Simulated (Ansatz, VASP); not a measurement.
## SnTe2 in VASP and in Ansatz

The input INCAR:

```
PREC     = Accurate       # precision mode
ENCUT    = 520            # plane-wave cutoff, eV
EDIFF    = 1E-6           # SCF threshold, eV
ISMEAR   = 0              # smearing method
SIGMA    = 0.1            # smearing width, eV
LREAL    = F              # projectors in reciprocal space
LASPH    = T              # aspherical terms in the spheres
NELM     = 100            # most SCF steps
ALGO     = Normal         # electronic algorithm
ISIF     = 2              # what is computed and relaxed
LWAVE    = F              # write WAVECAR
LCHARG   = F              # write CHGCAR
GGA      = PE             # functional
NBANDS   = 20             # bands
```

The input KPOINTS:

```
Automatic mesh
0
Gamma
  4 4 4
```

Contents of POSCAR:

```
SnTe2
1.0
    0.0000000000      3.5513767921      3.5513767921
    3.5513767921      0.0000000000      3.5513767921
    3.5513767921      3.5513767921      0.0000000000
Sn Te
1 2
Direct
    0.0000000000      0.0000000000      0.0000000000
    0.2500000000      0.2500000000      0.2500000000
    0.7500000000      0.7500000000      0.7500000000
```

Input for Ansatz:

```yaml
crystal:
  lattice:
    - [0.0, 3.5513767921, 3.5513767921]
    - [3.5513767921, 0.0, 3.5513767921]
    - [3.5513767921, 3.5513767921, 0.0]
  atoms:
    - { symbol: Sn, position: [0.0, 0.0, 0.0] }
    - { symbol: Te, position: [0.25, 0.25, 0.25] }
    - { symbol: Te, position: [0.75, 0.75, 0.75] }
basis:
  ecutwfc: 420
kpoints:
  mp_grid: { grid: [4, 4, 4] }
hamiltonian:
  xc: pbe
scf:
  occupations: { method: gaussian, width: 0.1 }
  lower_state_search: "off"
output:
  forces: true
  stress: true
  eigenvalues: true
```

Alike in both runs: task single point; functional PBE; k mesh 4 × 4 × 4; occupations gaussian, width 0.1 eV; no spin polarisation.

|  | VASP | Ansatz |
| --- | --- | --- |
| version | VASP 6.6.1 | Ansatz 0.2.0 |
| potentials or method | VASP PAW PBE potentials, release 64 (Sn_d, Te) | scalar-relativistic, plane waves, PAW |
| plane-wave cutoff (eV) | 520 | 420 |
| valence electrons in the cell | 26 | 46 |

```csv
,VASP,Ansatz,Ansatz less VASP
gap on the k mesh at the Fermi level (eV),none,none,-
pressure (GPa),7.3,7.3,+0.03
```

A gap of «none» marks a metal or a gap that the smearing closes. The two sets of potentials don't hold the same shells in valence.

Caveats: the k mesh is coarse (spacing up to 0.38 Å⁻¹), so the values aren't converged. The runs have no spin-orbit coupling, so splittings on Te are missing.
